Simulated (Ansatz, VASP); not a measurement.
**One calculation of Se, two programs**

```
Se
1.0
     0.00000    2.12928    2.12928
     2.12928    0.00000    2.12928
     2.12928    2.12928    0.00000
Se
1
Direct
  0.00000 0.00000 0.00000
```

Alike in both runs: functional PBEsol; k mesh 12 × 12 × 12; occupations fermi-dirac, width 0.1 eV; no spin polarisation.

Ansatz relaxed the structure, and its values are those at the end. VASP's run is a single point on that final structure, the one shown.

```csv
,VASP,Ansatz
version,VASP 6.6.1,Ansatz 0.2.0
potentials or method,"VASP PAW PBE potentials, release 64 (Se)","plane waves (420 eV) with PAW, scalar-relativistic"
plane-wave cutoff (eV),520,420
valence electrons in the cell,6,16
```

```csv
,VASP,Ansatz,Ansatz less VASP
pressure (GPa),0.0,0.0,-0.08
```

The functional is the same, so the differences come from potentials, cutoffs and numerics. The two sets of potentials don't hold the same shells in valence. Ansatz warned: «pseudo_functional_mismatch».

Caveats: the PAW data sets were made with another functional, which shifts forces and pressure a little (VASP).
